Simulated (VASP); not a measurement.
# PtSe2: relaxation of cell and atoms with PBE+D3(BJ)

Crystal: PtSe2.

```
Pt Se
1.0
     3.72400    0.00000    0.00000
    -1.86200    3.22508    0.00000
     0.00000    0.00000    5.06200
Pt Se
1 2
Cartesian
  0.0000 0.0000 0.0000
  0.0000 2.1501 1.2655
  1.8620 1.0750 3.7965
```

```json
{
 "Program": "VASP 6.6.1",
 "Task": "relaxation of cell and atoms",
 "Functional": "PBE",
 "Dispersion": "D3(BJ)",
 "Potentials or basis": "VASP PAW PBE potentials, release 64 (Pt, Se)",
 "Cutoff": "600 eV",
 "k mesh": "9 × 9 × 5",
 "Occupations": "gaussian, width 0.03 eV",
 "Spin": "no spin polarisation",
 "Further INCAR settings": "ALGO = Normal; EDIFF = 1e-06; IBRION = 2; EDIFFG = -0.01; NSW = 90; ISIF = 3"
}
```

The relaxed volume is 19.74 Å³/atom, the relaxed cell is a = 3.770 Å, b = 3.770 Å, c = 4.812 Å, α = 90.00°, β = 90.00°, γ = 120.00° and the space group after relaxing (to 0.05 Å) is P-3m1 (No. 164). The energy gained by relaxing is 17.0 meV/atom, the ionic steps are 20 and the pressure after relaxing is 0.0 GPa. The band gap on the k mesh is none (metal or under the smearing width) and the dispersion energy per atom is -0.492 eV.

Stress tensor (GPa, compression positive):
```
-0.01  0.00  0.00
 0.00 -0.01  0.00
 0.00  0.00  0.08
```

The path:
```csv
step,energy change (eV),largest force (eV/Å),pressure (GPa),volume (Å³)
1,0.0000,0.6006,3.50,60.80
2,0.0320,0.3870,-5.82,64.77
3,-0.0234,0.1841,-0.55,62.31
4,-0.0234,0.1918,-0.48,62.28
5,-0.0282,0.1640,-0.42,61.93
6,-0.0396,0.0765,-0.22,60.88
7,-0.0415,0.1775,0.61,58.80
8,-0.0449,0.0420,0.19,59.80
9,-0.0491,0.0906,-0.42,59.66
10,-0.0495,0.1121,-0.67,59.60
11,-0.0493,0.0600,0.92,58.67
12,-0.0507,0.0292,0.08,59.15
13,-0.0508,0.0204,-0.01,59.21
14,-0.0509,0.0172,-0.04,59.23
15,-0.0509,0.0155,-0.02,59.24
16,-0.0509,0.0129,-0.08,59.26
17,-0.0509,0.0153,-0.06,59.25
18,-0.0509,0.0123,0.13,59.21
19,-0.0509,0.0006,0.03,59.23
20,-0.0509,0.0018,0.02,59.23
```

Final structure:
```cif
data_structure
_symmetry_space_group_name_H-M 'P 1'
_symmetry_Int_Tables_number 1
_cell_length_a 3.7698
_cell_length_b 3.7698
_cell_length_c 4.8123
_cell_angle_alpha 90.000
_cell_angle_beta 90.000
_cell_angle_gamma 120.000
_cell_volume 59.23
loop_
_atom_site_label
_atom_site_type_symbol
_atom_site_fract_x
_atom_site_fract_y
_atom_site_fract_z
_atom_site_occupancy
Pt1 Pt 0.00000 0.00000 0.00000 1
Se1 Se 0.33333 0.66667 0.26664 1
Se2 Se 0.66667 0.33333 0.73336 1
```

Levels at points of the mesh, in eV from the Fermi level:
| k point | band 7 | band 8 | band 9 | band 10 | band 11 | band 12 | band 13 | band 14 | band 15 |
| --- | --- | --- | --- | --- | --- | --- | --- | --- | --- |
| (0.00, 0.00, 0.00) | -3.81 | -2.50 | -1.03 | -1.03 | 0.77 | 1.02 | 1.02 | 3.33 | 4.09 |

It took 3.4 min on 1 thread of Intel(R) Xeon(R) 6975P-C (Granite Rapids), with other jobs on the host, peak memory 0.24 GiB.

Caveat: pairwise dispersion overbinds metals, which lowers pressure and volume. The run has no spin-orbit coupling, so splittings on Pt are missing.
